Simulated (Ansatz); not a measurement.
# TaN (P-62m) in Ansatz: a series of runs, part 3 of 3

Ansatz 0.2.0. The steps go on from the part before.

## 4. Relaxation of cell and atoms, PBE, target pressure 5 GPa, at which the enthalpy is minimised

Contents of input.yaml:

```yaml
crystal:
  lattice:
    - [5.196, 0.0, 0.0]
    - [-2.598, 4.4998679981, 0.0]
    - [0.0, 0.0, 2.911]
  atoms:
    - { symbol: Ta, position: [0.0, 0.0, 0.0] }
    - { symbol: Ta, position: [0.6666666667, 0.3333333333, 0.5] }
    - { symbol: Ta, position: [0.3333333333, 0.6666666667, 0.5] }
    - { symbol: "N", position: [0.0, 0.39285, 0.0] }
    - { symbol: "N", position: [0.60715, 0.60715, 0.0] }
    - { symbol: "N", position: [0.39285, 0.0, 0.0] }
hamiltonian:
  xc: pbe
  pseudopotentials: { kind: paw }
kpoints:
  mp_grid: { grid: [6, 6, 9] }
scf:
  occupations: { method: fermi_dirac, width: 0.05 }
output:
  forces: true
  stress: true
  eigenvalues: true
relax:
  f_tol: 0.01
  max_steps: 40
  cell: { stress_tol: 0.05, p_target: 5.0 }
```

Potentials or basis: Ansatz PAW.

The run is started by

```sh
$ ansatz run input.yaml --threads 2 --pin off --max-ram 5632MiB --backend cpu --events-out ev --progress --plain --runs-dir out
```

What it wrote:

```text
Warning: RAYON_NUM_THREADS=2 ignored (pool sized by the plan → 2); use --threads N
Engine: ansatz 0.2.0, aarch64-unknown-linux-gnu
Pseudopotentials: kind: paw
Pseudopotential: Ta, paw, valence charge 13, recommended cutoff 420 eV (normal), Ta.paw.azcp
Pseudopotential: N, paw, valence charge 5, recommended cutoff 420 eV (normal), N.paw.azcp
Functional definition: PBE
  parameter kappa = 0.804
  parameter beta = 0.06672455060314922
  exchange = pbe_x(kappa = kappa, mu = beta*pi^2/3)
  correlation = pbe_c(beta = beta)
Crystal: 6 atoms, lattice volume = 68.063 Å³
Basis set: ecut = 420 eV, 1287 PW (Γ), exchange–correlation on 72×72×40 points (8 copies of the dense FFT grid, shifted against one another)
Bands: 33, of which v1, the nominal top of the filled ones, is band 27 counted from 1 (26 counted from 0)
Symmetry: 12 space group operations
Space group: P-62m (ITA 189), of the structure as read, at distance tolerance 4.1e-5 Å
k-points: 35 of 324 (time reversal used)
Non-local potential: Ta, projectors of the file, l = 0: 3, l = 1: 2, l = 2: 2, l = 3: 1
Non-local potential: N, projectors of the file, l = 0: 2, l = 1: 2, l = 2: 1
PAW form: soft (Blöchl's): semilocal exchange-correlation on the pseudo side does not see the compensation charge
PAW one-centre angular grid: Ta, 590 points (default); XC on 64 Gauss nodes
PAW one-centre angular grid: N, 110 points (default); XC on 64 Gauss nodes
Initial density: superposition of atomic densities (neutral atoms: chi_scale 0, normalization atom), corrected by the library's trained network
Initial wavefunctions: pseudopotential atomic-orbital guess
Functional: x = pbe(κ = 0.804, μ = 0.2195149727645171), c = pbe(β = 0.06672455060314922)
SCF iter   1: F=—  HF=-30955.749617 eV  |F-HF|=—  |Δ(HF+E_count)|=         —  Δρ=8.73e-3  dr2=4.32e-2  ethr=1.77e-3  ⟨swp⟩=6.0  Hψ=4785  notcnv=0
preconditioner: auto → Kerker (q_TF=auto, 2.625 Å⁻¹)  [metal: Δε(μ)=0.045 eV  Ē_g=9.578 eV  σ=0.050 eV  W_gap=0.22  n_scr=26 (ndim 8)  ℏωp=24.7 eV  f_vac=0.000  D(μ)=0.84/eV (n_scr^D=6)]
SCF iter   2: F=—  HF=-30955.746672 eV  |F-HF|=—  |Δ(HF+E_count)|=   2.95e-3  Δρ=4.76e-3  dr2=1.12e-2  ethr=8.00e-5  ⟨swp⟩=1.8  Hψ=1554  notcnv=0  defer=4
SCF iter   3: F=—  HF=-30955.746862 eV  |F-HF|=—  |Δ(HF+E_count)|=   1.90e-4  Δρ=1.68e-3  dr2=1.67e-3  ethr=2.07e-5  ⟨swp⟩=2.5  Hψ=1629  notcnv=0  defer=4
SCF iter   4: F=—  HF=-30955.746697 eV  |F-HF|=—  |Δ(HF+E_count)|=   1.65e-4  Δρ=3.72e-4  dr2=7.30e-5  ethr=3.10e-6  ⟨swp⟩=2.0  Hψ=1597  notcnv=0  defer=4
SCF iter   5: F=—  HF=-30955.746708 eV  |F-HF|=—  |Δ(HF+E_count)|=   1.14e-5  Δρ=9.16e-5  dr2=4.22e-6  ethr=1.35e-7  ⟨swp⟩=2.0  Hψ=1604  notcnv=0  defer=4
SCF iter   6: F=—  HF=-30955.746708 eV  |F-HF|=—  |Δ(HF+E_count)|=   5.57e-8  Δρ=1.79e-5  dr2=1.89e-7  ethr=7.81e-9  ⟨swp⟩=2.7  Hψ=1882  notcnv=0  defer=4
SCF iter   7: F=-30955.746708 eV  HF=-30955.746708 eV  |F-HF|=9.17e-10  |Δ(HF+E_count)|=   1.15e-8  Δρ=2.59e-6  dr2=4.36e-9  ethr=1.85e-10  ⟨swp⟩=6.8  Hψ=4462  notcnv=0
SCF 1 converged in 7 iterations: F = -30955.746708 eV  dr2 = 4.36e-9
relax step   1: F+E_penalty+E_count = -30955.74670831 eV  Δ(F+E_penalty+E_count) = +0.000e0 eV  max|allowed force component| = 4.108e-2 eV/Å  Δτ_max = 0.0000 Å  P = +4.936 GPa  Ω = 68.063 Å³  (7 SCF iters, dr2 threshold 1.00e-7 eV, accepted)
Crystal: 6 atoms, lattice volume = 68.045 Å³
Initial density: handed on by an earlier stage of this run
Initial wavefunctions: those handed on with the density
iter 1 solved again at ethr=2.53e-7 eV; its pass at ethr=3.10e-3 eV (dr2=1.37e-4 eV) is discarded
[... 27 lines left out ...]
preconditioner: auto → Kerker (q_TF=auto, 2.625 Å⁻¹)  [metal: Δε(μ)=0.026 eV  Ē_g=9.550 eV  σ=0.050 eV  W_gap=0.13  n_scr=26 (ndim 8)  ℏωp=24.7 eV  f_vac=0.000  D(μ)=0.88/eV (n_scr^D=6)]
SCF iter   2: F=—  HF=-30955.746523 eV  |F-HF|=—  |Δ(HF+E_count)|=   1.52e-5  Δρ=2.87e-6  dr2=1.54e-9  ethr=7.31e-12  ⟨swp⟩=3.0  Hψ=2427  notcnv=0
SCF iter   3: F=—  HF=-30955.746523 eV  |F-HF|=—  |Δ(HF+E_count)|=   2.11e-9  Δρ=5.70e-7  dr2=1.53e-10  ethr=2.86e-12  ⟨swp⟩=2.0  Hψ=1551  notcnv=0
SCF iter   4: F=-30955.746523 eV  HF=-30955.746523 eV  |F-HF|=1.09e-11  |Δ(HF+E_count)|=  3.64e-12  Δρ=2.92e-7  dr2=2.56e-11  ethr=1.00e-12  ⟨swp⟩=5.5  Hψ=4183  notcnv=0
SCF 5 converged in 4 iterations: F = -30955.746523 eV  dr2 = 2.56e-11
relax step   5: F+E_penalty+E_count = -30955.74652253 eV  Δ(F+E_penalty+E_count) = -5.265e-5 eV  max|allowed force component| = 3.813e-3 eV/Å  Δτ_max = 0.0000 Å  P = +4.997 GPa  Ω = 68.045 Å³  stress off target by 2.80e-2 GPa  SCF on the basis re-selected at this cell (its energy is not comparable with the rows above)  (4 SCF iters)
basis re-selected at this cell: Δ(F+E_penalty+E_count) = -5.265e-5 eV, ΔP = -0.001 GPa vs the last step (what re-selecting the basis moved, of the pressure what is left beyond the Pulay correction that the steps carried, after the strain that the cell walked since its last selection, with what the two solves' SCF thresholds leave and, on support functions, any second-order correction that the steps lacked; it is no measure of the basis error at this ecutwfc). This SCF's stress stands 2.80e-2 GPa from its target on what of the cell is left free (relax.cell.stress_tol is 5.00e-2 GPa) and its largest allowed force component is 3.81e-3 eV/Å (relax.f_tol is 1.00e-2 eV/Å): within both
SCF converged after 4 iterations
Free energy (F): -30955.746523 eV
Harris-Foulkes:  -30955.746523 eV  (|F-HF|=1.09e-11)
Internal energy: -30955.739909 eV  (E = F + TS)
E sigma→0 (E₀):  -30955.743216 eV
Entropy (-TS):   -0.006613 eV (-1.102 meV/atom)
Fermi energy:    19.711675 eV
--- Per-component energies (eV) ---
  E_band       = -217.664389
  E_kinetic    = 1498.971549
  E_local      = -2030.675010  (includes V_loc(G=0)·N_el)
  E_nonlocal   = 180.288629
  E_hartree    = 689.326073
  E_xc         = -839.324383
  E_vxc        = -846.382421  (∫ρ·V_xc dr)
  E_paw        = -25573.171438  (= ΣΔE_a)
  E_vpaw       = -398.520147  (= ΣTr[D̂ρ^β])
  E_aug_tail   = 0.000881  (compensation charges beyond the density's cutoff)
  E_ewald      = -4881.156211
  E_smearing   = -0.006613  (= −TS)
  E_closure    = -0.000000  (closes the sum)
  Σ components = -30955.746523   (vs F -30955.746523, Δ=0.00e0)
--- Forces (eV/Å), atoms counted from 1 ---
  atom   1  Ta    -0.00000000    -0.00000000     0.00000000
  atom   2  Ta     0.00000000     0.00000000     0.00000000
  atom   3  Ta     0.00000000    -0.00000000     0.00000000
  atom   4  N     -0.00190641     0.00330199     0.00000000
  atom   5  N     -0.00190641    -0.00330199     0.00000000
  atom   6  N      0.00381281     0.00000000     0.00000000
  max |Σ_I F_I| component: 3.29e-16 eV/Å
--- Stress (GPa, compression-positive) ---
        5.008909       0.000000       0.000000
        0.000000       5.008909       0.000000
        0.000000       0.000000       4.971976
  P = ⅓ Tr σ = 4.9966 GPa (49.966 kbar)
--- Band table (eV; the first three rows and the last of 35) ---
  k-point 0: bands = ["-49.6308", "-49.5860", "-48.9865", "-16.4508", "-16.4508", "-16.0978", "-16.0978", "-15.9212", "-15.8133", "-15.6584", "-15.6584", "-15.0244", "1.3861", "4.0815", "4.0815", "10.3562", "13.1631", "13.1631", "13.2606", "13.9853", "13.9853", "14.7129", "14.7129", "15.4792", "16.3931", "17.8192", "18.8146", "18.8146", "20.3572", "20.3572", "21.5568", "21.6604", "21.6604"]
  k-point 1: bands = ["-49.6255", "-49.5809", "-48.9819", "-16.4335", "-16.4335", "-16.0796", "-16.0796", "-16.0281", "-15.9086", "-15.6569", "-15.6569", "-15.1066", "1.6177", "4.0169", "4.0169", "10.7648", "12.9465", "12.9465", "13.4497", "13.8890", "13.8890", "14.6495", "14.6495", "14.8243", "16.8502", "18.3424", "18.3424", "18.3956", "20.9519", "20.9519", "21.7148", "21.7148", "21.7581"]
  k-point 2: bands = ["-49.6120", "-49.5679", "-48.9703", "-16.3893", "-16.3893", "-16.2905", "-16.1437", "-16.0316", "-16.0316", "-15.6551", "-15.6551", "-15.3101", "2.2304", "3.8463", "3.8463", "11.8535", "12.4413", "12.4413", "13.0336", "13.6726", "13.6726", "14.4613", "14.4833", "14.4833", "17.8736", "17.8736", "18.1274", "19.7056", "21.1972", "21.1972", "21.8482", "21.8482", "22.3386"]
  k-point 34: bands = ["-49.5649", "-49.5649", "-48.9482", "-16.6751", "-16.6751", "-16.3681", "-16.1188", "-16.1188", "-15.8799", "-15.6538", "-15.6493", "-15.6493", "3.1778", "3.8108", "3.8108", "11.5869", "11.5869", "12.4807", "12.5021", "12.5021", "13.2154", "13.2221", "15.5971", "15.5971", "17.2996", "17.2996", "18.0066", "22.0028", "22.0028", "22.2502", "22.5638", "22.5638", "23.4264"]
--- Relaxed structure (4 steps of the walk, 4 accepted, 1 SCFs on fresh bases) ---
  F+E_penalty+E_count = -30955.74652253 eV   max|allowed force component| = 3.813e-3 eV/Å   (the final SCF, on the basis selected at the relaxed cell)
  cell:  # Å, volume = 68.0452 Å³
    - [5.197986413718151, 0.0, 0.0]
    - [-2.5989932068590753, 4.501588282806288, 0.0]
    - [0.0, 0.0, 2.908014274797786]
  atoms:
    - { symbol: Ta, position: [-1.3879517619998205e-20, -6.023522095246073e-21, 0.0] }
    - { symbol: Ta, position: [0.6666666666666664, 0.3333333333333332, 0.4999999999999999] }
    - { symbol: Ta, position: [0.3333333333333332, 0.6666666666666664, 0.4999999999999999] }
    - { symbol: N, position: [-5.551115123125783e-17, 0.3931464426510537, 0.0] }
    - { symbol: N, position: [0.606853557348946, 0.6068535573489459, 0.0] }
    - { symbol: N, position: [0.3931464426510538, -6.0235220952461025e-21, 0.0] }
```

It took 19 s on 2 threads of Arm Neoverse V1, shared host; peak memory 0.31 GiB.

Results:

```
Free energy                                            : -30955.7465 eV
Relaxed volume                                         : 11.34 Å³/atom
Relaxed cell                                           : a = 5.198 Å, b = 5.198 Å, c = 2.908 Å, α = 90.00°, β = 90.00°, γ = 120.00°
Space group after relaxing (to 0.05 Å)                 : P-62m (No. 189)
Energy change on relaxing (the enthalpy is what falls) : +0.0 meV/atom
Ionic steps                                            : 5
Pressure after relaxing                                : 5.0 GPa
Largest force after relaxing                           : 0.004 eV/Å
Band gap on the k mesh                                 : none (metal or under the smearing width)
```

Forces in eV/Å, atoms in the order of the input:
```
Ta   0.000  0.000  0.000
Ta   0.000  0.000  0.000
Ta   0.000  0.000  0.000
N   -0.002  0.003  0.000
N   -0.002 -0.003  0.000
N    0.004  0.000  0.000
```

Step by step:
| step | energy change (eV) | largest force (eV/Å) | volume (Å³) |
| --- | --- | --- | --- |
| 1 | 0.0000 | 0.0411 | 68.06 |
| 2 | 0.0004 | 0.0223 | 68.05 |
| 3 | 0.0002 | 0.0126 | 68.05 |
| 4 | 0.0002 | 0.0038 | 68.05 |
| 5 | 0.0002 | 0.0038 | 68.05 |

Final structure:
```
CELL_PARAMETERS angstrom
5.19799 0.00000 0.00000
-2.59899 4.50159 0.00000
0.00000 0.00000 2.90801
ATOMIC_POSITIONS crystal
Ta 0.00000 0.00000 0.00000
Ta 0.66667 0.33333 0.50000
Ta 0.33333 0.66667 0.50000
N 0.00000 0.39315 0.00000
N 0.60685 0.60685 0.00000
N 0.39315 0.00000 0.00000
```

Levels at points of the mesh, in eV from the Fermi level:
| k point | band 23 | band 24 | band 25 | band 26 | band 27 | band 28 | band 29 | band 30 | band 31 | band 32 |
| --- | --- | --- | --- | --- | --- | --- | --- | --- | --- | --- |
| (0.00, 0.00, 0.00) | -5.00 | -4.23 | -3.32 | -1.89 | -0.90 | -0.90 | 0.65 | 0.65 | 1.85 | 1.95 |
| (0.00, -0.50, 0.00) | -4.58 | -3.89 | -3.85 | -2.82 | -2.60 | 1.24 | 1.86 | 1.95 | 2.46 | 2.48 |

Caveat: the plane-wave basis is chosen anew once the cell has moved, so the energies of steps on either side of that aren't comparable; the pressure holds a Pulay correction of +0.4 GPa for the finite cutoff. The run has no spin-orbit coupling, so splittings on Ta are missing.

## 5. Summary

```tsv
cell	target pressure (GPa)	gap on the mesh (eV)	pressure (GPa)
relaxed	0	none	0.0
relaxed to 2 GPa	2	none	2.0
relaxed to 5 GPa	5	none	5.0
```

Alike in all rows: task relaxation of cell and atoms; level PBE; potentials or basis Ansatz PAW; no spin polarisation; k mesh 6 × 6 × 9; cutoff (eV) 420; smearing fermi-dirac 0.05 eV.

Caveats: the plane-wave basis is chosen anew once the cell has moved, so the energies of steps on either side of that aren't comparable.

Total energies depend on the potentials used, so only differences within one code and one set of settings carry meaning.
